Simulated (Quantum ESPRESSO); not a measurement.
# Ca (Im-3m) in Quantum ESPRESSO: reference runs

How does Ca come out in PBE? The cell is run as given and disturbed.

All numbers are computed with Quantum ESPRESSO 7.5; they aren't measurements. Logs are shortened: lines on timing, memory, paths and dates and some standing lists are left out, and cuts for length are marked.

### Step 1. Starting point

It takes space group Im-3m (No. 229, cubic). The conventional cell has a = 4.480 Å, b = 4.480 Å, c = 4.480 Å, α = 90.00°, β = 90.00°, γ = 90.00°. Ca (site symmetry m-3m) has 8 Ca at 3.88 Å as nearest neighbours.

This isn't the form of Ca at room conditions, which is fcc.

### Step 2. Single point, PBE

pw.in reads:

```
&CONTROL
  calculation = 'scf'
  prefix = 'pwscf'
  outdir = './tmp'
  pseudo_dir = './pseudo'
  tprnfor = .true.
  tstress = .true.
  disk_io = 'low'
/
&SYSTEM
  ibrav = 0
  nat = 1
  ntyp = 1
  ecutwfc = 55
  ecutrho = 440
  nbnd = 10
  occupations = 'smearing'
  smearing = 'fd'
  degauss = 0.00367493
/
&ELECTRONS
  conv_thr = 2d-10
  electron_maxstep = 120
  mixing_beta = 0.5
/
ATOMIC_SPECIES
Ca    40.0780 Ca_pbe_v1.uspp.F.UPF
CELL_PARAMETERS angstrom
  -2.2400000000    2.2400000000    2.2400000000
   2.2400000000   -2.2400000000    2.2400000000
   2.2400000000    2.2400000000   -2.2400000000
ATOMIC_POSITIONS crystal
Ca     0.0000000000    0.0000000000    0.0000000000
K_POINTS automatic
8 8 8 0 0 0
```

pp_density.in reads:

```
&INPUTPP
  prefix = 'pwscf'
  outdir = './tmp'
  filplot = 'density.dat'
  plot_num = 0
/
&PLOT
  nfile = 1
  filepp(1) = 'density.dat'
  iflag = 3
  output_format = 6
  fileout = 'density.cube'
/
```

pp_potential.in reads:

```
&INPUTPP
  prefix = 'pwscf'
  outdir = './tmp'
  filplot = 'potential.dat'
  plot_num = 11
/
&PLOT
  nfile = 1
  filepp(1) = 'potential.dat'
  iflag = 3
  output_format = 6
  fileout = 'potential.cube'
/
```

Potentials or basis: SSSP 1.3 efficiency PBE.

On the command line:

```bash
$ OMP_NUM_THREADS=1 pw.x -in pw.in > pw.out
$ OMP_NUM_THREADS=1 pp.x -in pp_density.in > pp_density.out
$ OMP_NUM_THREADS=1 pp.x -in pp_potential.in > pp_potential.out
```

pw.out:

```text
This program is part of the open-source Quantum ESPRESSO suite
     for quantum simulation of materials; please cite
[... 6 lines left out ...]
     using ibrav=0 with symmetry is DISCOURAGED, use correct ibrav instead

     Subspace diagonalization in iterative solution of the eigenvalue problem:
     a serial algorithm will be used

     G-vector sticks info
     --------------------
     sticks:   dense  smooth     PW     G-vecs:    dense   smooth      PW
     Sum        1775     887    307                47369    16727    3367

     Using Slab Decomposition

     bravais-lattice index     =            0
     lattice parameter (alat)  =       7.3317  a.u.
     unit-cell volume          =     303.3896 (a.u.)^3
     number of atoms/cell      =            1
     number of atomic types    =            1
     number of electrons       =        10.00
     number of Kohn-Sham states=           10
     kinetic-energy cutoff     =      55.0000  Ry
     charge density cutoff     =     440.0000  Ry
     scf convergence threshold =      2.0E-10
     mixing beta               =       0.5000
     number of iterations used =            8  plain     mixing
     Exchange-correlation= SLA  PW   PBE  PBE
                           (   1   4   3   4   0   0   0)

     celldm(1)=   7.331748  celldm(2)=   0.000000  celldm(3)=   0.000000
     celldm(4)=   0.000000  celldm(5)=   0.000000  celldm(6)=   0.000000

     crystal axes: (cart. coord. in units of alat)
               a(1) = (  -0.577350   0.577350   0.577350 )
               a(2) = (   0.577350  -0.577350   0.577350 )
               a(3) = (   0.577350   0.577350  -0.577350 )

     reciprocal axes: (cart. coord. in units 2 pi/alat)
               b(1) = (  0.000000  0.866025  0.866025 )
               b(2) = (  0.866025  0.000000  0.866025 )
               b(3) = (  0.866025  0.866025  0.000000 )

     PseudoPot. # 1 for Ca read from file:
     Ca_pbe_v1.uspp.F.UPF
     Pseudo is Ultrasoft + core correction, Zval = 10.0
     Generated by new atomic code, or converted to UPF format
     Using radial grid of  845 points,  6 beta functions with:
                l(1) =   0
                l(2) =   0
                l(3) =   1
                l(4) =   1
                l(5) =   2
                l(6) =   2
     Q(r) pseudized with  8 coefficients,  rinner =    1.500   1.500   1.500
                                                       1.500   1.500

     atomic species   valence    mass     pseudopotential
     Ca               10.00    40.07800     Ca( 1.00)

     48 Sym. Ops., with inversion, found

   Cartesian axes

     site n.     atom                  positions (alat units)
         1        Ca     tau(   1) = (   0.0000000   0.0000000   0.0000000  )

     number of k points=    29  Fermi-Dirac smearing, width (Ry)=  0.0037
                       cart. coord. in units 2pi/alat
        k(    1) = (   0.0000000   0.0000000   0.0000000), wk =   0.0039062
        k(    2) = (   0.1082532   0.1082532   0.0000000), wk =   0.0468750
        k(    3) = (   0.2165064   0.2165064   0.0000000), wk =   0.0468750
        k(    4) = (   0.3247595   0.3247595   0.0000000), wk =   0.0468750
        k(    5) = (  -0.4330127  -0.4330127   0.0000000), wk =   0.0234375
        k(    6) = (   0.2165064   0.1082532   0.1082532), wk =   0.0937500
[... 21 lines left out ...]
        k(   28) = (  -0.8660254  -0.1082532  -0.1082532), wk =   0.0468750
        k(   29) = (  -0.8660254  -0.8660254  -0.8660254), wk =   0.0039062

     Dense  grid:    47369 G-vectors     FFT dimensions: (  50,  50,  50)

     Smooth grid:    16727 G-vectors     FFT dimensions: (  36,  36,  36)

     Check: negative core charge=   -0.000002

     Initial potential from superposition of free atoms

     starting charge       9.9945, renormalised to      10.0000
     Starting wfcs are   10 randomized atomic wfcs

     Self-consistent Calculation

     iteration #  1     ecut=    55.00 Ry     beta= 0.50
     Davidson diagonalization with overlap
     ethr =  1.00E-02,  avg # of iterations =  2.7

     Threshold (ethr) on eigenvalues was too large:
     Diagonalizing with lowered threshold

     Davidson diagonalization with overlap
     ethr =  1.46E-05,  avg # of iterations =  5.3

     total energy              =     -74.92326103 Ry
     estimated scf accuracy    <       0.00110215 Ry

     iteration #  2     ecut=    55.00 Ry     beta= 0.50
     Davidson diagonalization with overlap
     ethr =  1.10E-05,  avg # of iterations =  2.0

     total energy              =     -74.92352922 Ry
     estimated scf accuracy    <       0.00023265 Ry

     iteration #  3     ecut=    55.00 Ry     beta= 0.50
     Davidson diagonalization with overlap
     ethr =  2.33E-06,  avg # of iterations =  2.3

     total energy              =     -74.92355815 Ry
     estimated scf accuracy    <       0.00002182 Ry

     iteration #  4     ecut=    55.00 Ry     beta= 0.50
     Davidson diagonalization with overlap
     ethr =  2.18E-07,  avg # of iterations =  2.0

     total energy              =     -74.92356015 Ry
     estimated scf accuracy    <       0.00000002 Ry

     iteration #  5     ecut=    55.00 Ry     beta= 0.50
     Davidson diagonalization with overlap
     ethr =  1.68E-10,  avg # of iterations =  4.7

     total energy              =     -74.92356022 Ry
     estimated scf accuracy    <          3.2E-09 Ry

     iteration #  6     ecut=    55.00 Ry     beta= 0.50
     Davidson diagonalization with overlap
     ethr =  3.19E-11,  avg # of iterations =  2.4

     total energy              =     -74.92356022 Ry
     estimated scf accuracy    <          2.2E-10 Ry

     iteration #  7     ecut=    55.00 Ry     beta= 0.50
     Davidson diagonalization with overlap
     ethr =  2.18E-12,  avg # of iterations =  2.1

     End of self-consistent calculation

          k = 0.0000 0.0000 0.0000 (  2093 PWs)   bands (ev):

   -37.6071 -18.5256 -18.5256 -18.5256   0.6712   6.8236   6.8236   6.8236
     7.8115   7.8115

          k = 0.1083 0.1083 0.0000 (  2096 PWs)   bands (ev):

   -37.6055 -18.5420 -18.5312 -18.5256   0.9372   6.6695   6.6988   7.0188
     7.6630   7.8184

          k = 0.2165 0.2165 0.0000 (  2090 PWs)   bands (ev):

   -37.6017 -18.5812 -18.5445 -18.5254   1.6966   6.1310   6.3365   7.5678
     7.6378   7.8707

          k = 0.3248 0.3248 0.0000 (  2094 PWs)   bands (ev):

   -37.5978 -18.6200 -18.5578 -18.5253   2.8129   5.2979   6.0449   7.7227
     7.9852   8.3139

          k =-0.4330-0.4330 0.0000 (  2098 PWs)   bands (ev):

   -37.5962 -18.6359 -18.5633 -18.5253   3.7538   4.5442   5.9336   7.7044
     8.0578   8.7525

          k = 0.2165 0.1083 0.1083 (  2102 PWs)   bands (ev):

   -37.6028 -18.5690 -18.5374 -18.5295   1.4511   6.3548   6.4202   7.3986
     7.5253   7.9114

          k = 0.3248 0.2165 0.1083 (  2091 PWs)   bands (ev):

   -37.5990 -18.6037 -18.5534 -18.5309   2.4010   5.7030   6.0834   7.5905
     7.9947   8.0624

          k = 0.4330 0.3248 0.1083 (  2087 PWs)   bands (ev):

   -37.5962 -18.6272 -18.5663 -18.5312   3.5716   4.8778   5.8737   7.6644
     8.0483   8.7328

          k = 0.4330 0.2165 0.2165 (  2089 PWs)   bands (ev):

   -37.5962 -18.6158 -18.5720 -18.5370   3.4476   5.2616   5.6899   7.6849
     7.9823   8.7461

          k = 0.5413 0.3248 0.2165 (  2107 PWs)   bands (ev):

   -37.5951 -18.6154 -18.5861 -18.5384   4.4629   4.6608   5.4295   7.7568
     8.0117   8.9848

          k = 0.2165 0.2165 0.2165 (  2091 PWs)   bands (ev):

   -37.6000 -18.5979 -18.5388 -18.5388   2.1783   5.9292   5.9292   7.8455
     7.8455   8.0219

          k = 0.3248 0.3248 0.2165 (  2095 PWs)   bands (ev):

   -37.5971 -18.6152 -18.5595 -18.5403   3.2572   5.3088   5.6517   7.8900
     8.0206   8.7279

          k = 0.4330 0.4330 0.2165 (  2080 PWs)   bands (ev):

   -37.5959 -18.6191 -18.5714 -18.5408   4.2395   4.6238   5.5575   7.8746
     8.0780   8.9950

          k = 0.0000 0.0000 0.2165 (  2078 PWs)   bands (ev):

   -37.6040 -18.5458 -18.5368 -18.5368   1.1979   6.7004   6.7004   7.0455
     7.2197   7.9951

          k = 0.4330 0.3248 0.3248 (  2097 PWs)   bands (ev):

   -37.5958 -18.6062 -18.5772 -18.5508   4.3068   5.0290   5.2410   8.0109
     8.0521   8.5897

          k = 0.0000-0.1083 0.3248 (  2080 PWs)   bands (ev):

   -37.6003 -18.5800 -18.5504 -18.5386   1.9411   6.1891   6.4692   7.0974
     7.5248   8.0611

          k = 0.0000-0.2165 0.4330 (  2100 PWs)   bands (ev):

   -37.5965 -18.6165 -18.5640 -18.5377   3.0335   5.3414   6.2129   7.2817
     8.0331   8.2679

          k = 0.1083-0.1083 0.4330 (  2095 PWs)   bands (ev):

   -37.5967 -18.6031 -18.5669 -18.5457   2.8411   5.6677   6.2815   7.1281
     7.9091   8.1122

          k =-0.8660-0.3248-0.3248 (  2110 PWs)   bands (ev):

   -37.5950 -18.6315 -18.5696 -18.5373   4.0049   4.5578   6.1123   7.2671
     8.1307   8.7213

          k =-0.7578-0.2165-0.3248 (  2093 PWs)   bands (ev):

   -37.5941 -18.6203 -18.5818 -18.5462   3.9556   4.9751   5.9784   7.2888
     7.9709   8.7749

          k =-0.6495-0.2165-0.2165 (  2103 PWs)   bands (ev):

   -37.5931 -18.6064 -18.6064 -18.5479   4.7836   4.7836   5.3697   7.7637
     7.7637   9.0742

          k = 0.4330 0.4330 0.4330 (  2112 PWs)   bands (ev):

   -37.5956 -18.5794 -18.5794 -18.5794   4.9574   4.9574   4.9574   7.9506
     8.0984   8.0984

          k = 0.0000 0.0000 0.4330 (  2070 PWs)   bands (ev):

   -37.5968 -18.5825 -18.5647 -18.5647   2.6285   6.0353   6.6854   6.6854
     7.6197   7.9680

          k = 0.0000-0.1083 0.5413 (  2077 PWs)   bands (ev):

   -37.5934 -18.6082 -18.5789 -18.5672   3.6084   5.3581   6.6717   6.8408
     7.8454   8.1847

          k =-0.8660-0.2165-0.2165 (  2084 PWs)   bands (ev):

   -37.5920 -18.6210 -18.5848 -18.5660   4.5825   4.6101   6.6270   6.7057
     8.2632   8.6474

          k =-0.7578-0.1083-0.2165 (  2081 PWs)   bands (ev):

   -37.5911 -18.6124 -18.5975 -18.5717   4.4415   4.9742   6.2869   7.4039
     7.8494   8.7858

          k = 0.0000 0.0000 0.6495 (  2062 PWs)   bands (ev):

   -37.5903 -18.6026 -18.5937 -18.5937   4.2745   5.0855   7.2136   7.2136
     7.5620   8.2584

          k =-0.8660-0.1083-0.1083 (  2076 PWs)   bands (ev):

   -37.5890 -18.6105 -18.5999 -18.5944   4.6939   4.8046   7.1750   7.4184
     8.3097   8.5751

          k =-0.8660-0.8660-0.8660 (  2046 PWs)   bands (ev):

   -37.5878 -18.6061 -18.6061 -18.6061   4.7397   4.7397   8.2946   8.2946
     8.5456   8.5456

     the Fermi energy is     4.5989 ev

!    total energy              =     -74.92356022 Ry
     estimated scf accuracy    <          8.7E-12 Ry
     smearing contrib. (-TS)   =      -0.00097209 Ry
     internal energy E=F+TS    =     -74.92258814 Ry

     The total energy is F=E-TS. E is the sum of the following terms:
     one-electron contribution =     -40.61591322 Ry
     hartree contribution      =      20.44026927 Ry
     xc contribution           =     -11.76035030 Ry
     ewald contribution        =     -42.98659390 Ry

     convergence has been achieved in   7 iterations

     Forces acting on atoms (cartesian axes, Ry/au):

     atom    1 type  1   force =     0.00000000    0.00000000    0.00000000

     Total force =     0.000000     Total SCF correction =     0.000000

     Computing stress (Cartesian axis) and pressure

          total   stress  (Ry/bohr**3)                   (kbar)     P=       -9.75
  -0.00006628   0.00000000   0.00000000           -9.75        0.00        0.00
   0.00000000  -0.00006628   0.00000000            0.00       -9.75        0.00
   0.00000000   0.00000000  -0.00006628            0.00        0.00       -9.75

=------------------------------------------------------------------------------=
   JOB DONE.
=------------------------------------------------------------------------------=
```

It took 16 s on 1 thread of Intel Xeon Platinum 8488C (Sapphire Rapids), shared host; peak memory 0.22 GiB.

Results:

- Free energy: -1019.3870 eV
- Pressure: -1.0 GPa
- Band gap on the k mesh: none (metal or under the smearing width)

Levels at points of the mesh, in eV from the Fermi level:
| k point | band 3 | band 4 | band 5 | band 6 | band 7 | band 8 |
| --- | --- | --- | --- | --- | --- | --- |
| (0.00, 0.00, 0.00) | -23.12 | -23.12 | -3.93 | 2.22 | 2.22 | 2.22 |
| (0.00, 0.00, -0.50) | -23.16 | -23.12 | -0.85 | -0.05 | 1.33 | 3.11 |
| (-0.50, -0.50, -0.50) | -23.21 | -23.21 | 0.14 | 0.14 | 3.70 | 3.70 |

Caveat: the cell was measured hot, at 740 K.

(Part 1 of 2 ends here.)
